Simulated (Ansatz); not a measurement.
Skutterudite CoSb3, treated with r²SCAN (plane waves, PAW; Ansatz, a quantum-chemistry and plane-wave program).

Numerical settings: plane-wave cutoff 560 eV, 6×6×6 k mesh, Fermi–Dirac smearing 0.01 eV, no spin polarisation, scalar-relativistic PAW data made under PBE.

Computed at the level's own relaxed cell.

### Question
What does this level give for the lattice parameter a and band gap?

### Answer

lattice parameter a: 9.056 Å
band gap: 0.43 eV

Measured, for comparison: band gap 0.63 eV (temperature not stated, no zero-point or thermal correction; as tabulated in Kim et al. (2020), doi:10.1038/s41597-020-00723-8); lattice constant a 9.037 Å (room temperature, no zero-point or thermal correction; as tabulated in Alexeev et al. (2016), arXiv:1601.07731). Computed (rounded) less measured: lattice constant a +0.2 %.

Spin–orbit coupling is not included; with these elements it can move the gap by several tenths of an eV or more.

The computed numbers hold no vibrational or temperature effects.

Cost on a shared machine: about 18 core-minutes (a rough figure).
